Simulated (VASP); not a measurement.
# ZnSe (F-43m) in VASP: further runs, part 3 of 3

VASP 6.6.1.

## 4. Band structure, TB-mBJ

POSCAR reads:

```
ZnSe
1.0
    0.0000000000      2.8202400000      2.8202400000
    2.8202400000      0.0000000000      2.8202400000
    2.8202400000      2.8202400000      0.0000000000
Zn Se
1 1
Direct
    0.0000000000      0.0000000000      0.0000000000
    0.2500000000      0.2500000000      0.2500000000
```

INCAR.step1 reads:

```
PREC = Accurate
ENCUT = 520
EDIFF = 1E-5
ISMEAR = 0
SIGMA = 0.02
LREAL = F
LASPH = T
NELM = 100
ALGO = Normal
ISIF = 2
LWAVE = T
LCHARG = F
NBANDS = 16
GGA = PE
```

INCAR.step2 reads:

```
PREC = Accurate
ENCUT = 520
EDIFF = 1E-7
ISMEAR = 0
SIGMA = 0.02
LREAL = F
LASPH = T
NELM = 100
ALGO = Normal
ISIF = 2
LWAVE = F
LCHARG = F
METAGGA = MBJ
NBANDS = 16
ISTART = 1
```

KPOINTS reads:

```
Automatic mesh
0
Gamma
  8 8 8
```

KPOINTS_OPT reads:

```
path GXWKGLUWLK,UX
10
line-mode
reciprocal
 0.0000000000  0.0000000000  0.0000000000  G
 0.5000000000  0.0000000000  0.5000000000  X

 0.5000000000  0.0000000000  0.5000000000  X
 0.5000000000  0.2500000000  0.7500000000  W

 0.5000000000  0.2500000000  0.7500000000  W
 0.3750000000  0.3750000000  0.7500000000  K

 0.3750000000  0.3750000000  0.7500000000  K
 0.0000000000  0.0000000000  0.0000000000  G

 0.0000000000  0.0000000000  0.0000000000  G
 0.5000000000  0.5000000000  0.5000000000  L

 0.5000000000  0.5000000000  0.5000000000  L
 0.6250000000  0.2500000000  0.6250000000  U

 0.6250000000  0.2500000000  0.6250000000  U
 0.5000000000  0.2500000000  0.7500000000  W

 0.5000000000  0.2500000000  0.7500000000  W
 0.5000000000  0.5000000000  0.5000000000  L

 0.5000000000  0.5000000000  0.5000000000  L
 0.3750000000  0.3750000000  0.7500000000  K

 0.6250000000  0.2500000000  0.6250000000  U
 0.5000000000  0.0000000000  0.5000000000  X
```

Potentials or basis: VASP PAW PBE potentials, release 64 (Zn, Se).

Started as:

```sh
$ cat potpaw_PBE.64/Zn/POTCAR potpaw_PBE.64/Se/POTCAR > POTCAR
$ cp INCAR.step1 INCAR
$ mpirun -np 1 vasp_std > vasp.out
$ cp INCAR.step2 INCAR
$ mpirun -np 1 vasp_std > vasp.out
```

OUTCAR:

```text
PREC = Accurate
   ENCUT = 520
   EDIFF = 1E-7
   ISMEAR = 0
   LREAL = F
   LASPH = T
   NELM = 100
   ISIF = 2
   METAGGA = MBJ
   ISTART = 1

 ion  position               nearest neighbor table
   1  0.000  0.000  0.000-   2 2.44   2 2.44   2 2.44   2 2.44
   2  0.250  0.250  0.250-   1 2.44   1 2.44   1 2.44   1 2.44

  LATTYP: Found a face centered cubic cell.
 ALAT       =     5.6404800000

  Lattice vectors:

 A1 = (   0.0000000000,   2.8202400000,   2.8202400000)
 A2 = (   2.8202400000,   0.0000000000,   2.8202400000)
 A3 = (   2.8202400000,   2.8202400000,   0.0000000000)

Analysis of symmetry for initial positions (statically):
=====================================================================
 Subroutine PRICEL returns:
 Original cell was already a primitive cell.

 Routine SETGRP: Setting up the symmetry group for a
 face centered cubic supercell.

 Subroutine GETGRP returns: Found 24 space group operations
 (whereof 24 operations were pure point group operations)
 out of a pool of 48 trial point group operations.

The static configuration has the point symmetry T_d .

Analysis of symmetry for dynamics (positions and initial velocities):
=====================================================================
 Subroutine PRICEL returns:
 Original cell was already a primitive cell.

 Routine SETGRP: Setting up the symmetry group for a
 face centered cubic supercell.

 Subroutine GETGRP returns: Found 24 space group operations
 (whereof 24 operations were pure point group operations)
 out of a pool of 48 trial point group operations.

The dynamic configuration has the point symmetry T_d .

 Subroutine INISYM returns: Found 24 space group operations
 (whereof 24 operations are pure point group operations),
 and found     1 'primitive' translations

[... 113 lines left out ...]
     AMIX     =   0.40;   BMIX     =  1.00
     AMIX_MAG =   1.60;   BMIX_MAG =  1.00
  volume/ion in A,a.u.               =      22.43       151.38
  Fermi-wavevector in a.u.,A,eV,Ry     =   1.207451  2.281752 19.836457  1.457938
  Thomas-Fermi vector in A             =   2.343089
   LORBIT       =      0    0 simple, 1 ext, 2 COOP (PROOUT), +10 PAW based schemes
   METAGGA = MBJ    functional components
   LHFCALC =     F    Hartree Fock is set to
   AEXX    =    0.0000 exact exchange contribution
   IVDW    =     0    specifies the selected vdW correction
   LEPSILON=     F    determine dielectric tensor
   LRPA    =     F    only Hartree local field effects (RPA)
 non-spin polarized calculation
 Gauss-broadening in eV      SIGMA  =   0.02
  energy-cutoff  :      520.00
  volume of cell :       44.86
 maximum number of plane-waves:      1243
 NGX is ok and might be reduce to    30
   NGX = 15   NGY = 15   NGZ = 15

 number of electron      18.0000001 magnetization

 Free energy of the ion-electron system (eV)
  ---------------------------------------------------
  ext. energy  EPLUGINS =         0.00000000
  ---------------------------------------------------
  free energy    TOTEN  =       224.10097807 eV

  energy without entropy =      224.10097807  energy(sigma->0) =      224.10097807

 E-fermi :   2.1238     XC(G=0):  -8.4864

 val. band max:        1.9707679274   @ k =   0.0000   0.0000   0.0000
 cond. band min:       4.7877319868   @ k =   0.0000   0.0000   0.0000
 fundamental gap:      2.8169640593
 Fermi energy:         2.1238014097

 k-point     1 :       0.0000    0.0000    0.0000
  band No.  band energies     occupation
      1     -11.1040      2.00000
      2      -4.3016      2.00000
      3      -4.3016      2.00000
      4      -4.3010      2.00000
      5      -3.8419      2.00000
      6      -3.8419      2.00000
[... 433 lines left out ...]
      3      -4.1473      2.00000
      4      -3.8831      2.00000
      5      -3.8404      2.00000
      6      -3.6744      2.00000
[... 8 lines left out ...]
     15      15.4795      0.00000
     16      16.2537      0.00000

 [... further k-points ...]

------------------------ aborting loop because EDIFF is reached ----------------------------------------

  FORCE on cell =-STRESS in cart. coord.  units (eV):
  Direction    XX          YY          ZZ          XY          YZ          ZX
  --------------------------------------------------------------------------------------
  -------------------------------------------------------------------------------------
  Total      -82.8632555    -82.8632555    -82.8632555      0.0000000     -0.0000000      0.0000000
  in kB    -2959.2685213  -2959.2685213  -2959.2685213      0.0000000     -0.0000000      0.0000000
  external PRESSURE =   -2959.2685213 kB  Pullay stress =       0.0000000 kB

 VOLUME and BASIS-vectors are now :
 -----------------------------------------------------------------------------
  energy-cutoff  :      520.00
  volume of cell :       44.86
      direct lattice vectors                 reciprocal lattice vectors
     0.000000000  2.820240000  2.820240000    -0.177289876  0.177289876  0.177289876
     2.820240000  0.000000000  2.820240000     0.177289876 -0.177289876  0.177289876
     2.820240000  2.820240000  0.000000000     0.177289876  0.177289876 -0.177289876

 POSITION                                       TOTAL-FORCE (eV/Angst)
 -----------------------------------------------------------------------------------
      0.00000      0.00000      0.00000        -0.000000     -0.000000     -0.000000
      1.41012      1.41012      1.41012         0.000000      0.000000      0.000000
 -----------------------------------------------------------------------------------
    total drift:                                0.000397      0.000397      0.000397

  FREE ENERGIE OF THE ION-ELECTRON SYSTEM (eV)
  ---------------------------------------------------
  free  energy   TOTEN  =       224.1009780686 eV

  energy  without entropy=      224.1009780686  energy(sigma->0) =      224.10097807
```

OSZICAR.step1:

```text
N       E                     dE             d eps       ncg     rms          rms(c)
DAV:   1     0.901089132681E+02    0.90109E+02   -0.88870E+03   928   0.128E+03
DAV:   2    -0.676338376225E+00   -0.90785E+02   -0.86046E+02  1088   0.257E+02
DAV:   3    -0.625328459398E+01   -0.55769E+01   -0.55609E+01  1144   0.617E+01
DAV:   4    -0.629642961406E+01   -0.43145E-01   -0.43143E-01  1160   0.601E+00
DAV:   5    -0.629663803637E+01   -0.20842E-03   -0.20842E-03  1208   0.364E-01    0.488E+00
DAV:   6    -0.602785582185E+01    0.26878E+00   -0.53211E-01  1368   0.241E+01    0.371E+00
DAV:   7    -0.600850636695E+01    0.19349E-01   -0.15692E-01  1032   0.354E+00    0.158E+00
DAV:   8    -0.600827764731E+01    0.22872E-03   -0.44408E-03  1264   0.693E-01    0.456E-01
DAV:   9    -0.600849685521E+01   -0.21921E-03   -0.11030E-03  1088   0.253E-01    0.662E-02
DAV:  10    -0.600860563451E+01   -0.10878E-03   -0.20412E-04  1160   0.106E-01    0.234E-02
DAV:  11    -0.600859642072E+01    0.92138E-05   -0.38767E-05  1032   0.537E-02
   1 F= -.60085964E+01 E0= -.60085964E+01  d E =-.830034E-18
```

Wall time 2.6 min (1 thread of Intel Xeon Platinum 8259CL at 2.50GHz (Skylake/Cascade Lake), shared host); peak memory 0.2 GiB.

Results:

* Band gap on the k mesh: 2.82 eV, direct
* Band gap along the path: 2.82 eV, direct

Levels at the corners of the path, in eV from the valence-band top:
| point | band 6 | band 7 | band 8 | band 9 | band 10 | band 11 | band 12 | band 13 |
| --- | --- | --- | --- | --- | --- | --- | --- | --- |
| Γ | -5.81 | 0.00 | 0.00 | 0.00 | 2.82 | 6.64 | 6.64 | 6.65 |
| X | -5.66 | -4.30 | -2.04 | -2.04 | 3.89 | 4.38 | 11.89 | 12.51 |
| X | -5.66 | -4.30 | -2.04 | -2.04 | 3.89 | 4.38 | 11.89 | 12.51 |
| W | -5.55 | -4.21 | -2.56 | -2.43 | 6.16 | 6.51 | 8.01 | 8.39 |
| W | -5.55 | -4.21 | -2.56 | -2.43 | 6.16 | 6.51 | 8.01 | 8.39 |
| K | -5.59 | -4.25 | -2.85 | -1.66 | 4.51 | 6.44 | 9.83 | 10.06 |
| K | -5.59 | -4.25 | -2.85 | -1.66 | 4.51 | 6.44 | 9.83 | 10.06 |
| Γ | -5.81 | 0.00 | 0.00 | 0.00 | 2.82 | 6.64 | 6.64 | 6.65 |
| Γ | -5.81 | 0.00 | 0.00 | 0.00 | 2.82 | 6.64 | 6.64 | 6.65 |
| L | -5.69 | -4.81 | -0.80 | -0.80 | 3.77 | 7.09 | 7.09 | 9.71 |
| L | -5.69 | -4.81 | -0.80 | -0.80 | 3.77 | 7.09 | 7.09 | 9.71 |
| U | -5.59 | -4.25 | -2.85 | -1.66 | 4.51 | 6.44 | 9.83 | 10.06 |
| U | -5.59 | -4.25 | -2.85 | -1.66 | 4.51 | 6.44 | 9.83 | 10.06 |
| W | -5.55 | -4.21 | -2.56 | -2.43 | 6.16 | 6.51 | 8.01 | 8.39 |
| W | -5.55 | -4.21 | -2.56 | -2.43 | 6.16 | 6.51 | 8.01 | 8.39 |
| L | -5.69 | -4.81 | -0.80 | -0.80 | 3.77 | 7.09 | 7.09 | 9.71 |
| L | -5.69 | -4.81 | -0.80 | -0.80 | 3.77 | 7.09 | 7.09 | 9.71 |
| K | -5.59 | -4.25 | -2.85 | -1.66 | 4.51 | 6.44 | 9.83 | 10.06 |
| U | -5.59 | -4.25 | -2.85 | -1.66 | 4.51 | 6.44 | 9.83 | 10.06 |
| X | -5.66 | -4.30 | -2.04 | -2.04 | 3.89 | 4.38 | 11.89 | 12.51 |

Caveat: the PAW data sets were made with another functional, which shifts forces and pressure a little.

## 5. Overview

```csv
level,gap on the mesh (eV),pressure (GPa)
PBEsol,1.23,0.0
r2SCAN,1.93,1.0
TB-mBJ,2.82,-
```

Alike in all rows: task band structure; potentials or basis VASP PAW PBE potentials, release 64 (Zn, Se); no spin polarisation; cell as given; k mesh 8 × 8 × 8; cutoff (eV) 520; smearing gaussian 0.02 eV.

On the cell as given the gap runs from 1.23 eV (PBEsol) to 2.82 eV (TB-mBJ).

Caveats: the PAW data sets were made with another functional, which shifts forces and pressure a little.

Absolute energies hang on the potentials; compare differences alone.

## 6. Against experiment

Step 2. Measured gap of ZnSe: 2.695 eV (an exciton energy, a little under the gap; 300 K; “Alloy Disordering Effects on the Thermal Conductivity and Energy Gap Temperature Dependence of Cd1−xZnxSe Ternary Crystals Grown by the Bridgman Method”, 2023, pmc:10253836). This calculation gives 1.23 eV (-1.47 eV). So large a miss can be the level of theory's own, or it may mean another phase, state or a wrong row. Spin-orbit coupling on Se is left out. The value is that of PBEsol, without temperature or zero-point motion. Semilocal functionals fall short of measured gaps as a rule. The cell is a database's relaxed one, not the measured one, which moves gaps too.

Step 3. A measured gap of ZnSe is 2.695 eV (an exciton energy, a little under the gap; 300 K; “Alloy Disordering Effects on the Thermal Conductivity and Energy Gap Temperature Dependence of Cd1−xZnxSe Ternary Crystals Grown by the Bridgman Method”, 2023, pmc:10253836); the calculated 1.93 eV misses it by -0.76 eV. Spin-orbit coupling on Se is left out. The value is that of r2SCAN, without temperature or zero-point motion. The cell is a database's relaxed one, not the measured one, which moves gaps too.

Step 4. Against the measured gap of ZnSe, 2.695 eV (an exciton energy, a little under the gap; 300 K; “Alloy Disordering Effects on the Thermal Conductivity and Energy Gap Temperature Dependence of Cd1−xZnxSe Ternary Crystals Grown by the Bridgman Method”, 2023, pmc:10253836), the calculated 2.82 eV is off by +0.12 eV. Spin-orbit coupling on Se is left out. The value is that of TB-mBJ, without temperature or zero-point motion. The cell is a database's relaxed one, not the measured one, which moves gaps too.
